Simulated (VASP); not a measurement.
Wanted: the native input for a VASP 6.6.1 run.

```
Task                   : relaxation of the atoms
Functional             : PBEsol
Potentials or basis    : VASP PAW PBE potentials, release 64 (Si, Ge_d)
Cutoff                 : 400 eV
k mesh                 : 6 × 6 × 3
Occupations            : gaussian, width 0.02 eV
Spin                   : no spin polarisation
Further INCAR settings : ALGO = Normal; EDIFF = 1e-06; IBRION = 2; EDIFFG = -0.01; NSW = 40
```

The structure of Si5Ge3 lies in POSCAR:

```
Si5Ge3
1.0
    5.4356200000      0.0000000000      0.0000000000
    0.0000000000      5.4356200000      0.0000000000
    0.0000000000      0.0000000000     11.1728600000
Si Ge
10 6
Direct
    0.0000000000      0.0000000000      0.0000000000
    0.0000000000      0.5000000000      0.2500000000
    0.7500000000      0.2500000000      0.3750000000
    0.7500000000      0.7500000000      0.1250000000
    0.0000000000      0.5000000000      0.7500000000
    0.5000000000      0.0000000000      0.7500000000
    0.5000000000      0.5000000000      0.5000000000
    0.2500000000      0.2500000000      0.6250000000
    0.2500000000      0.7500000000      0.8750000000
    0.7500000000      0.2500000000      0.8750000000
    0.5000000000      0.0000000000      0.2500000000
    0.5000000000      0.5000000000      0.0000000000
    0.2500000000      0.2500000000      0.1250000000
    0.2500000000      0.7500000000      0.3750000000
    0.0000000000      0.0000000000      0.5000000000
    0.7500000000      0.7500000000      0.6250000000
```

The cell comes from a database or a generator and needn't be the stable form of this composition.

One way to write it, as run:

INCAR

```
PREC = Accurate
ENCUT = 400
EDIFF = 1E-6
ISMEAR = 0
SIGMA = 0.02
LREAL = F
LASPH = T
NELM = 60
ALGO = Normal
ISIF = 2
LWAVE = F
LCHARG = F
GGA = PS
IBRION = 2
NSW = 40
EDIFFG = -0.01
```

KPOINTS

```
regular mesh
0
Gamma
  6 6 3
```

Potentials or basis: VASP PAW PBE potentials, release 64 (Si, Ge_d).

Run with:

```console
$ cat potpaw_PBE.64/Si/POTCAR potpaw_PBE.64/Ge_d/POTCAR > POTCAR
$ mpirun -np 1 vasp_std > vasp.out
```

It gave:

```json
{
  "Energy gained by relaxing": "8.8 meV/atom",
  "Ionic steps": "8",
  "Pressure after relaxing": "1.2 GPa",
  "Largest force after relaxing": "0.006 eV/Å",
  "Band gap on the k mesh": "0.28 eV, indirect (least direct gap 0.33 eV)"
}
```

Caveat: the PAW data sets were made with another functional, which shifts forces and pressure a little; an odd mesh through Γ misses points on the zone boundary, where band edges often lie.

Wall time 66 min on 1 thread of Intel(R) Xeon(R) Platinum 8375C CPU @ 2.90GHz (Ice Lake), on a shared host, peak memory 0.57 GiB.
